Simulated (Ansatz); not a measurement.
Reaction (ligand exchange at the Si–C bond): `C[SiH2]C(F)(F)F` + acetic acid → `C[SiH2]OC(C)=O` + trifluoromethane

Gas-phase electronic energies from Ansatz, PBE0-D4/def2-TZVP geometries. CCSD(T)/CBS is the MP2 limit (def2-TZVPP, def2-QZVPP) plus CCSD(T) − MP2 in def2-TZVPP, frozen cores. This one scheme is used for every species. Functionals use def2-TZVPP. One conformer a species, not always the lowest.

CCSD(T)/CBS gives -114.3 kJ/mol.

(1) Another level gave -122.5 kJ/mol. Which?
A. B2PLYP/def2-TZVPP
B. PBE0/def2-TZVPP
C. MP2/def2-TZVPP
D. PBE/def2-TZVPP

Largest T1 diagnostic among the species: 0.015.

## Answers

(1) C. MP2/def2-TZVPP -122.5, B2PLYP -114.7, PBE0 -104.3, PBE -94.2 kJ/mol.

In def2-TZVPP, CCSD(T) changes the Hartree–Fock value by +15.2 kJ/mol (the triples alone add +2.1 kJ/mol) and MP2 by +10.3 kJ/mol. From PBE to PBE0 (25 % exact exchange), in def2-TZVPP and without D4, ΔE moves by −10.0 kJ/mol.

CCSD(T)/CBS has its own doubt, a few kJ/mol and more with outer-core shells, so smaller differences from it don't rank the levels.
